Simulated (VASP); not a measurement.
# SnTe (F-43m) in VASP: further runs

The runs below take SnTe through single point, with PBEsol.

All numbers are computed with VASP 6.6.1; they aren't measurements. Logs are shortened: lines on timing, memory, paths and dates and some standing lists are left out, and cuts for length are marked.

### Step 1. The crystal as given

The structure is cubic, space group F-43m (No. 216). The conventional cell has a = 7.222 Å, b = 7.222 Å, c = 7.222 Å, α = 90.00°, β = 90.00°, γ = 90.00°. Te (site symmetry -43m) is surrounded by 4 Sn at 3.13 Å. Around Sn (site symmetry -43m) lie 4 Te at 3.13 Å.

Measurements of this composition are mostly on another form, of space group No. 225.

### Step 2. Single point, PBEsol, spin-orbit coupling, no magnetisation

Contents of INCAR:

```
SYSTEM = SnTe
  PREC = Accurate
  ENCUT = 300
  EDIFF = 1E-7
  ISMEAR = 0
  SIGMA = 0.02
  LREAL = .FALSE.
  LASPH = .TRUE.
  NELM = 100
  ALGO = Normal
  ISIF = 2
  LWAVE = .FALSE.
  LCHARG = .FALSE.
  MAGMOM = 0 0 0 0 0 0
  LORBIT = 11
  LSORBIT = .TRUE.
  GGA_COMPAT = .FALSE.
  GGA = PS
  NBANDS = 36
```

Contents of KPOINTS:

```
Automatic mesh
0
G
  7 7 7
  0 0 0
```

Contents of POSCAR:

```
SnTe
1.0
    0.0000000000      3.6111460000      3.6111460000
    3.6111460000      0.0000000000      3.6111460000
    3.6111460000      3.6111460000      0.0000000000
Te Sn
1 1
Direct
    0.2500000000      0.2500000000      0.2500000000
    0.0000000000      0.0000000000      0.0000000000
```

Potentials or basis: VASP PAW PBE potentials, release 64 (Te, Sn_d).

Launch:

```
> cat potpaw_PBE.64/Te/POTCAR potpaw_PBE.64/Sn_d/POTCAR > POTCAR
> mpirun -np 1 vasp_ncl > vasp.out
```

OUTCAR:

```text
SYSTEM = SnTe
   PREC = Accurate
   ENCUT = 300
   EDIFF = 1E-7
   ISMEAR = 0
   LREAL = .FALSE.
   LASPH = .TRUE.
   NELM = 100
   ISIF = 2
   LORBIT = 11
   LSORBIT = .TRUE.
   GGA = PS

 Found     30 irreducible k-points:

 Following reciprocal coordinates:
            Coordinates               Weight
  0.000000  0.000000  0.000000      1.000000
  0.142857  0.000000  0.000000      4.000000
 -0.142857  0.000000  0.000000      4.000000
  0.285714  0.000000  0.000000      4.000000
 -0.285714  0.000000  0.000000      4.000000
  0.428571  0.000000  0.000000      4.000000
   k-points           NKPTS =     30   k-points in BZ     NKDIM =     30   number of bands    NBANDS=     36
   number of dos      NEDOS =    301   number of ions     NIONS =      2
   total plane-waves  NPLWV =  27000
   dimension x,y,z NGX =    30 NGY =   30 NGZ =   30
   dimension x,y,z NGXF=    60 NGYF=   60 NGZF=   60
   ions per type =               1   1
   NGX,Y,Z   is equivalent  to a cutoff of   9.77,  9.77,  9.77 a.u.
   NGXF,Y,Z  is equivalent  to a cutoff of  19.53, 19.53, 19.53 a.u.
 SYSTEM =  SnTe
   PREC   = accura    normal or accurate (medium, high low for compatibility)
   ISTART =      0    job   : 0-new  1-cont  2-samecut
   ICHARG =      2    charge: 1-file 2-atom 10-const
   ISPIN  =      1    spin polarized calculation?
   LNONCOLLINEAR =      T non collinear calculations
   LSORBIT =      T    spin-orbit coupling
   LASPH  =      T    aspherical Exc in radial PAW
   ENCUT  =  300.0 eV  22.05 Ry    4.70 a.u.   7.21  7.21  7.21*2*pi/ulx,y,z
   NELM   =    100;   NELMIN=  2; NELMDL= -5     # of ELM steps
   EDIFF  = 0.1E-06   stopping-criterion for ELM
   LREAL  =      F    real-space projection
   EDIFFG = 0.1E-05   stopping-criterion for IOM
   NSW    =      0    number of steps for IOM
   IBRION =     -1    ionic relax: 0-MD 1-quasi-New 2-CG
   NFREE  =      0    steps in history (QN), initial steepest desc. (CG)
   ISIF   =      2    stress and relaxation
   ISYM   =      2    0-nonsym 1-usesym 2-fastsym
   POTIM  = 0.5000    time-step for ionic-motion
   TEBEG  =    0.0;   TEEND  =   0.0 temperature during run
   PSTRESS=    0.0 pullay stress
   NELECT =      20.0000    total number of electrons
   NUPDOWN=      -1.0000    fix difference up-down
   EMIN   =  10.00;   EMAX   =-10.00  energy-range for DOS
   EFERMI =   0.00;   METHOD = LEGACY
   ISMEAR =     0;   SIGMA  =   0.02  broadening in eV -4-tet -1-fermi 0-gaus
   EFERMI_NEDOS =   21; number of points for ismear=-14 and -15
   IALGO  =     38    algorithm
   IMIX   =      4    mixing-type and parameters
     AMIX     =   0.40;   BMIX     =  1.00
     AMIX_MAG =   1.60;   BMIX_MAG =  1.00
  volume/ion in A,a.u.               =      47.09       317.78
  Fermi-wavevector in a.u.,A,eV,Ry     =   0.976704  1.845704 12.979296  0.953951
  Thomas-Fermi vector in A             =   2.107344
   LORBIT       =     11    0 simple, 1 ext, 2 COOP (PROOUT), +10 PAW based schemes
   GGA     = PS    functional components
   LHFCALC =     F    Hartree Fock is set to
   AEXX    =    0.0000 exact exchange contribution
   IVDW    =     0    specifies the selected vdW correction
   LEPSILON=     F    determine dielectric tensor
   LRPA    =     F    only Hartree local field effects (RPA)
 Gauss-broadening in eV      SIGMA  =   0.02
  energy-cutoff  :      300.00
  volume of cell :       94.18
 maximum number of plane-waves:      2278
 NGX is ok and might be reduce to    30
   NGX = 15   NGY = 15   NGZ = 15

 number of electron      19.9999983 magnetization       0.0000000      0.0000000      0.0000000

 number of electron      19.9999983 magnetization      -0.0000000     -0.0000000     -0.0000000

 number of electron      19.9999983 magnetization      -0.0000000      0.0000000     -0.0000000

 number of electron      19.9999983 magnetization       0.0000000     -0.0000000      0.0000000

 Free energy of the ion-electron system (eV)
  ---------------------------------------------------
  ext. energy  EPLUGINS =         0.00000000
  ---------------------------------------------------
  free energy    TOTEN  =        -7.76419226 eV

  energy without entropy =       -7.76419210  energy(sigma->0) =       -7.76419218

 E-fermi :   3.0710     XC(G=0):  -7.6258

 val. band max:        3.0127842457   @ k =  -0.2857   0.4286   0.1429
 cond. band min:       3.1268308989   @ k =   0.4286   0.4286   0.0000
 fundamental gap:      0.1140466532
 Fermi energy:         3.0709590935

 k-point     1 :       0.0000    0.0000    0.0000
  band No.  band energies     occupation
      1     -19.2212      1.00000
      2     -19.2212      1.00000
      3     -19.2212      1.00000
      4     -19.2212      1.00000
      5     -18.1898      1.00000
      6     -18.1898      1.00000
[... 24 lines left out ...]
     31       9.4625      0.00000
     32       9.4625      0.00000

 k-point     2 :       0.1429    0.0000    0.0000
  band No.  band energies     occupation
      1     -19.2210      1.00000
      2     -19.2210      1.00000
      3     -19.2210      1.00000
      4     -19.2208      1.00000
      5     -18.1895      1.00000
      6     -18.1895      1.00000
[... 24 lines left out ...]
     31       9.0041      0.00000
     32       9.0103      0.00000

 k-point     3 :      -0.1429    0.0000    0.0000
  band No.  band energies     occupation
      1     -19.2210      1.00000
      2     -19.2210      1.00000
      3     -19.2210      1.00000
      4     -19.2208      1.00000
      5     -18.1895      1.00000
      6     -18.1895      1.00000
[... 24 lines left out ...]
     31       9.0041      0.00000
     32       9.0103      0.00000

 k-point     4 :       0.2857    0.0000    0.0000
  band No.  band energies     occupation
      1     -19.2209      1.00000
      2     -19.2207      1.00000
      3     -19.2207      1.00000
      4     -19.2207      1.00000
      5     -18.1890      1.00000
      6     -18.1890      1.00000
[... 24 lines left out ...]
     31       8.9282      0.00000
     32       8.9393      0.00000

 k-point     5 :      -0.2857    0.0000    0.0000
  band No.  band energies     occupation
      1     -19.2209      1.00000
      2     -19.2207      1.00000
      3     -19.2207      1.00000
      4     -19.2207      1.00000
      5     -18.1890      1.00000
      6     -18.1890      1.00000
[... 24 lines left out ...]
     31       8.9282      0.00000
     32       8.9393      0.00000

 k-point     6 :       0.4286    0.0000    0.0000
  band No.  band energies     occupation
      1     -19.2208      1.00000
      2     -19.2207      1.00000
      3     -19.2207      1.00000
      4     -19.2207      1.00000
      5     -18.1889      1.00000
      6     -18.1889      1.00000
[... 24 lines left out ...]
     31       9.6477      0.00000
     32       9.6578      0.00000

 [... further k-points ...]

 [bands above 32 left out]

------------------------ aborting loop because EDIFF is reached ----------------------------------------

  FORCE on cell =-STRESS in cart. coord.  units (eV):
  Direction    XX          YY          ZZ          XY          YZ          ZX
  --------------------------------------------------------------------------------------
  -------------------------------------------------------------------------------------
  Total       -0.8552434     -0.8552434     -0.8552434      0.0000000      0.0000000      0.0000000
  in kB      -14.5490677    -14.5490677    -14.5490677      0.0000000      0.0000000      0.0000000
  external PRESSURE =     -14.5490677 kB  Pullay stress =       0.0000000 kB

 VOLUME and BASIS-vectors are now :
 -----------------------------------------------------------------------------
  energy-cutoff  :      300.00
  volume of cell :       94.18
      direct lattice vectors                 reciprocal lattice vectors
     0.000000000  3.611146000  3.611146000    -0.138460201  0.138460201  0.138460201
     3.611146000  0.000000000  3.611146000     0.138460201 -0.138460201  0.138460201
     3.611146000  3.611146000  0.000000000     0.138460201  0.138460201 -0.138460201

 POSITION                                       TOTAL-FORCE (eV/Angst)
 -----------------------------------------------------------------------------------
      1.80557      1.80557      1.80557         0.000000      0.000000      0.000000
      0.00000      0.00000      0.00000        -0.000000     -0.000000     -0.000000
 -----------------------------------------------------------------------------------
    total drift:                                0.000001      0.000001      0.000001

  FREE ENERGIE OF THE ION-ELECTRON SYSTEM (eV)
  ---------------------------------------------------
  free  energy   TOTEN  =        -7.7641922643 eV

  energy  without entropy=       -7.7641921002  energy(sigma->0) =       -7.76419218

 Spin-Orbit-Coupling matrix elements

 Ion:    1  E_soc:     -0.2259655
 l=   1
     0.0000000    -0.0376604    -0.0376604
    -0.0376604     0.0000000    -0.0376604
    -0.0376604    -0.0376604     0.0000000
 l=   2
     0.0000000     0.0000085     0.0000000     0.0000085    -0.0000090
     0.0000085     0.0000000    -0.0000068     0.0000085    -0.0000023
     0.0000000    -0.0000068     0.0000000    -0.0000068     0.0000000
     0.0000085     0.0000085    -0.0000068     0.0000000    -0.0000023
    -0.0000090    -0.0000023     0.0000000    -0.0000023     0.0000000
 l=   3
     0.0000000     0.0000000     0.0000000     0.0000000     0.0000000     0.0000000     0.0000000
     0.0000000     0.0000000     0.0000000     0.0000000     0.0000000     0.0000000     0.0000000
     0.0000000     0.0000000     0.0000000     0.0000000     0.0000000     0.0000000     0.0000000
     0.0000000     0.0000000     0.0000000     0.0000000     0.0000000     0.0000000     0.0000000
     0.0000000     0.0000000     0.0000000     0.0000000     0.0000000     0.0000000     0.0000000
     0.0000000     0.0000000     0.0000000     0.0000000     0.0000000     0.0000000     0.0000000
     0.0000000     0.0000000     0.0000000     0.0000000     0.0000000     0.0000000     0.0000000

 Ion:    2  E_soc:     -0.1052823
 l=   1
     0.0000000    -0.0114510    -0.0114510
    -0.0114510     0.0000000    -0.0114510
    -0.0114510    -0.0114510     0.0000000
 l=   2
     0.0000000    -0.0012357     0.0000000    -0.0012357    -0.0048603
    -0.0012357     0.0000000    -0.0036452    -0.0012357    -0.0012151
     0.0000000    -0.0036452     0.0000000    -0.0036452     0.0000000
    -0.0012357    -0.0012357    -0.0036452     0.0000000    -0.0012151
    -0.0048603    -0.0012151     0.0000000    -0.0012151     0.0000000
 l=   3
     0.0000000     0.0000000     0.0000000     0.0000000     0.0000000     0.0000000     0.0000000
     0.0000000     0.0000000     0.0000000     0.0000000     0.0000000     0.0000000     0.0000000
     0.0000000     0.0000000     0.0000000     0.0000000     0.0000000     0.0000000     0.0000000
     0.0000000     0.0000000     0.0000000     0.0000000     0.0000000     0.0000000     0.0000000
     0.0000000     0.0000000     0.0000000     0.0000000     0.0000000     0.0000000     0.0000000
     0.0000000     0.0000000     0.0000000     0.0000000     0.0000000     0.0000000     0.0000000
     0.0000000     0.0000000     0.0000000     0.0000000     0.0000000     0.0000000     0.0000000

 total charge

# of ion       s       p       d       tot
------------------------------------------
    1        1.394   1.943   0.016   3.353
    2        1.392   0.703   9.952  12.047
--------------------------------------------------
tot          2.786   2.646   9.968  15.399

 magnetization (x)

# of ion       s       p       d       tot
------------------------------------------
    1       -0.000  -0.000   0.000  -0.000
    2        0.000   0.000   0.000   0.000
--------------------------------------------------
tot          0.000   0.000   0.000   0.000

 magnetization (y)

# of ion       s       p       d       tot
------------------------------------------
    1        0.000  -0.000  -0.000  -0.000
    2       -0.000  -0.000   0.000  -0.000
--------------------------------------------------
tot         -0.000  -0.000   0.000  -0.000

 magnetization (z)

# of ion       s       p       d       tot
------------------------------------------
    1        0.000   0.000   0.000   0.000
    2        0.000   0.000   0.000   0.000
--------------------------------------------------
tot          0.000   0.000   0.000   0.000
```

Wall time 68 s (1 thread of AMD EPYC 9R45 (Zen 5), shared host); peak memory 0.27 GiB.

The run converged, but some of its settings lie outside the range that counts as converged, so its numbers aren't taken as properties of the crystal.

Results:

```
Free energy                                           : -7.7642 eV
Pressure                                              : -1.5 GPa
Valence electrons inside the program's atomic spheres : Te 3.35; Sn 12.05
```

Caveat: the PAW data sets were made with another functional, which shifts forces and pressure a little.

### Step 3. Single point, PBEsol, spin-orbit coupling, no magnetisation

INCAR, as its differences from that of step 2:

```diff
@@ -2,3 +2,3 @@
   PREC = Accurate
-  ENCUT = 300
+  ENCUT = 350
   EDIFF = 1E-7
```

KPOINTS is that of step 2.

POSCAR is that of step 2.

Potentials or basis: VASP PAW PBE potentials, release 64 (Te, Sn_d).

Launch:

```
> cat potpaw_PBE.64/Te/POTCAR potpaw_PBE.64/Sn_d/POTCAR > POTCAR
> mpirun -np 1 vasp_ncl > vasp.out
```

OUTCAR:

```text
SYSTEM = SnTe
   PREC = Accurate
   ENCUT = 350
   EDIFF = 1E-7
   ISMEAR = 0
   LREAL = .FALSE.
   LASPH = .TRUE.
   NELM = 100
   ISIF = 2
   LORBIT = 11
   LSORBIT = .TRUE.
   GGA = PS

 Found     30 irreducible k-points:

 Following reciprocal coordinates:
            Coordinates               Weight
  0.000000  0.000000  0.000000      1.000000
  0.142857  0.000000  0.000000      4.000000
 -0.142857  0.000000  0.000000      4.000000
  0.285714  0.000000  0.000000      4.000000
 -0.285714  0.000000  0.000000      4.000000
  0.428571  0.000000  0.000000      4.000000
   k-points           NKPTS =     30   k-points in BZ     NKDIM =     30   number of bands    NBANDS=     36
   number of dos      NEDOS =    301   number of ions     NIONS =      2
   total plane-waves  NPLWV =  32768
   dimension x,y,z NGX =    32 NGY =   32 NGZ =   32
   dimension x,y,z NGXF=    64 NGYF=   64 NGZF=   64
   ions per type =               1   1
   NGX,Y,Z   is equivalent  to a cutoff of  10.42, 10.42, 10.42 a.u.
   NGXF,Y,Z  is equivalent  to a cutoff of  20.83, 20.83, 20.83 a.u.
 SYSTEM =  SnTe
   PREC   = accura    normal or accurate (medium, high low for compatibility)
[... 330 lines left out ...]
     0.0000000     0.0000000     0.0000000     0.0000000     0.0000000     0.0000000     0.0000000
     0.0000000     0.0000000     0.0000000     0.0000000     0.0000000     0.0000000     0.0000000
     0.0000000     0.0000000     0.0000000     0.0000000     0.0000000     0.0000000     0.0000000
     0.0000000     0.0000000     0.0000000     0.0000000     0.0000000     0.0000000     0.0000000
     0.0000000     0.0000000     0.0000000     0.0000000     0.0000000     0.0000000     0.0000000
     0.0000000     0.0000000     0.0000000     0.0000000     0.0000000     0.0000000     0.0000000

 Ion:    2  E_soc:     -0.1055605
 l=   1
     0.0000000    -0.0114483    -0.0114483
    -0.0114483     0.0000000    -0.0114483
    -0.0114483    -0.0114483     0.0000000
 l=   2
     0.0000000    -0.0012455     0.0000000    -0.0012455    -0.0048996
    -0.0012455     0.0000000    -0.0036747    -0.0012455    -0.0012249
     0.0000000    -0.0036747     0.0000000    -0.0036747     0.0000000
    -0.0012455    -0.0012455    -0.0036747     0.0000000    -0.0012249
    -0.0048996    -0.0012249     0.0000000    -0.0012249     0.0000000
 l=   3
     0.0000000     0.0000000     0.0000000     0.0000000     0.0000000     0.0000000     0.0000000
     0.0000000     0.0000000     0.0000000     0.0000000     0.0000000     0.0000000     0.0000000
     0.0000000     0.0000000     0.0000000     0.0000000     0.0000000     0.0000000     0.0000000
     0.0000000     0.0000000     0.0000000     0.0000000     0.0000000     0.0000000     0.0000000
     0.0000000     0.0000000     0.0000000     0.0000000     0.0000000     0.0000000     0.0000000
     0.0000000     0.0000000     0.0000000     0.0000000     0.0000000     0.0000000     0.0000000
     0.0000000     0.0000000     0.0000000     0.0000000     0.0000000     0.0000000     0.0000000

 total charge

# of ion       s       p       d       tot
------------------------------------------
    1        1.394   1.943   0.016   3.353
    2        1.391   0.703   9.957  12.051
--------------------------------------------------
tot          2.785   2.646   9.973  15.404

 magnetization (x)

# of ion       s       p       d       tot
------------------------------------------
    1       -0.000   0.000   0.000  -0.000
    2       -0.000  -0.000  -0.000  -0.000
--------------------------------------------------
tot         -0.000  -0.000  -0.000  -0.000

 magnetization (y)

# of ion       s       p       d       tot
------------------------------------------
    1       -0.000   0.000   0.000   0.000
    2        0.000  -0.000   0.000   0.000
--------------------------------------------------
tot          0.000   0.000   0.000   0.000

 magnetization (z)

# of ion       s       p       d       tot
------------------------------------------
    1       -0.000  -0.000  -0.000  -0.000
    2       -0.000   0.000  -0.000  -0.000
--------------------------------------------------
tot         -0.000  -0.000  -0.000  -0.000
```

OSZICAR:

```text
N       E                     dE             d eps       ncg     rms          rms(c)
DAV:   1     0.139580579861E+03    0.13958E+03   -0.71561E+03  2188   0.875E+02
DAV:   2     0.113196316447E+02   -0.12826E+03   -0.12249E+03  2268   0.257E+02
DAV:   3    -0.706077050417E+01   -0.18380E+02   -0.18094E+02  2576   0.105E+02
DAV:   4    -0.787631007009E+01   -0.81554E+00   -0.81384E+00  2492   0.248E+01
DAV:   5    -0.790992110436E+01   -0.33611E-01   -0.33609E-01  3040   0.459E+00    0.493E+00
DAV:   6    -0.776790052136E+01    0.14202E+00   -0.25817E-01  2684   0.289E+00    0.322E+00
DAV:   7    -0.776333204352E+01    0.45685E-02   -0.71785E-02  2604   0.100E+00    0.168E+00
DAV:   8    -0.776311180734E+01    0.22024E-03   -0.29380E-03  2400   0.405E-01    0.669E-01
DAV:   9    -0.776358865549E+01   -0.47685E-03   -0.14490E-03  2588   0.259E-01    0.163E-01
DAV:  10    -0.776397564476E+01   -0.38699E-03   -0.31816E-04  2304   0.113E-01    0.433E-02
DAV:  11    -0.776418399211E+01   -0.20835E-03   -0.17586E-04  2316   0.539E-02    0.209E-02
DAV:  12    -0.776421527388E+01   -0.31282E-04   -0.34601E-05  2380   0.252E-02    0.208E-02
DAV:  13    -0.776421722696E+01   -0.19531E-05   -0.30124E-06  2400   0.902E-03    0.935E-03
DAV:  14    -0.776421835121E+01   -0.11242E-05   -0.14317E-06  2036   0.514E-03    0.245E-03
DAV:  15    -0.776421847094E+01   -0.11973E-06   -0.16317E-07  2200   0.376E-03    0.253E-03
DAV:  16    -0.776421850559E+01   -0.34646E-07   -0.25520E-08  1756   0.101E-03
   1 F= -.77642185E+01 E0= -.77642184E+01  d E =-.161916E-06  mag=     0.0000    -0.0000    -0.0000
```

Wall time 79 s (1 thread of AMD EPYC 9R45 (Zen 5), shared host); peak memory 0.3 GiB.

These settings aren't checked as converged: the numbers below hold their error.

Results:

```yaml
Free_energy: -7.7642 eV
Pressure: -1.4 GPa
Valence_electrons_inside_the_program's_atomic_spheres: Te 3.35; Sn 12.05
```

Caveat: the PAW data sets were made with another functional, which shifts forces and pressure a little.
